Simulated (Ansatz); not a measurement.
GaN, 2 atoms in the cell. The structure is cubic, space group F-43m (No. 216). Conventional cell: a = 4.507 Å, b = 4.507 Å, c = 4.507 Å, α = 90.00°, β = 90.00°, γ = 90.00°. Ga (site symmetry -43m) is surrounded by 4 N at 1.95 Å. N (site symmetry -43m) has 4 Ga at 1.95 Å as nearest neighbours. The cell is a database's computed one.

- Program: Ansatz 0.2.0
- Task: band structure
- Functional: PBEsol
- Potentials or basis: all-electron LAPW, inner shells corrected to Dirac's equation
- Cutoff: 421 eV (chosen from the basis error)
- Basis error allowed: 0.001 eV/atom
- k mesh: 10 × 10 × 10
- Occupations: fermi-dirac, width 0.05 eV
- Spin: no spin polarisation

Potentials or basis: all-electron LAPW, inner shells corrected to Dirac's equation.

Command:

```sh
$ ansatz run input.yaml --threads 1 --pin off --max-ram 3072MiB --backend cpu --events-out ev --progress --plain --runs-dir out
```

Hardware: 1 thread of Arm Neoverse V1, with other jobs on the host.

Q: How long does it take, and how much memory?

A: Wall time 24 s on 1 thread of Arm Neoverse V1 (shared host), peak memory 0.29 GiB. Counts: scf iterations 8, plane waves 459, k points 47, bands 18.
